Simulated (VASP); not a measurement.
Input of a VASP 6.6.1 run:

File INCAR:

```
SYSTEM = Au
  PREC = Accurate
  ENCUT = 600
  EDIFF = 1E-6
  ISMEAR = -1
  SIGMA = 0.1
  LREAL = .False.
  LASPH = .True.
  NELM = 60
  ALGO = Normal
  ISIF = 3
  LWAVE = .False.
  LCHARG = .False.
  GGA = PS
  IBRION = 2
  NSW = 80
  EDIFFG = -0.01
```

File KPOINTS:

```
Automatic mesh
0
Gamma
  10 10 10
  0 0 0
```

File POSCAR:

```
Au
1.0
    0.0000000000      2.8394269867      2.8394269867
    2.8394269867      0.0000000000      2.8394269867
    2.8394269867      2.8394269867      0.0000000000
Au
2
Direct
    0.1250000000      0.1250000000      0.1250000000
    0.8750000000      0.8750000000      0.8750000000
```

Potentials or basis: VASP PAW PBE potentials, release 64 (Au).

Command:

```sh
$ cat potpaw_PBE.64/Au/POTCAR > POTCAR
$ mpirun -np 1 vasp_std > vasp.out
```

Q: Estimate the space group after relaxing (to 0.05 Å).

A: Fd-3m (No. 227).

Q: Estimate the relaxed volume.

A: 27.29 Å³/atom.

Q: Predict the band gap on the k mesh.

A: None (metal or under the smearing width).

Step by step:
```tsv
step	energy change (eV)	largest force (eV/Å)	pressure (GPa)	volume (Å³)
1	0.0000	0.0000	20.13	45.78
2	-0.0455	0.0000	-7.85	67.62
3	-0.4567	0.0000	-0.46	54.96
4	-0.4572	0.0000	-0.13	54.70
5	-0.4572	0.0000	0.11	54.52
6	-0.4572	0.0000	0.11	54.52
7	-0.4572	0.0000	0.11	54.52
8	-0.4572	0.0000	0.10	54.52
9	-0.4572	0.0000	0.10	54.52
10	-0.4572	0.0000	0.10	54.52
11	-0.4572	0.0000	0.10	54.52
12	-0.4572	0.0000	0.10	54.52
13	-0.4572	0.0000	0.10	54.52
14	-0.4572	0.0000	0.10	54.52
15	-0.4572	0.0000	0.10	54.52
16	-0.4572	0.0000	0.09	54.53
17	-0.4572	0.0000	0.08	54.53
18	-0.4572	0.0000	0.06	54.55
19	-0.4572	0.0000	0.04	54.58
```

Caveat: the volume moved by over 15 % at a fixed basis, so the end points are rough; the PAW data sets were made with another functional, which shifts forces and pressure a little. The run has no spin-orbit coupling, so splittings on Au are missing.
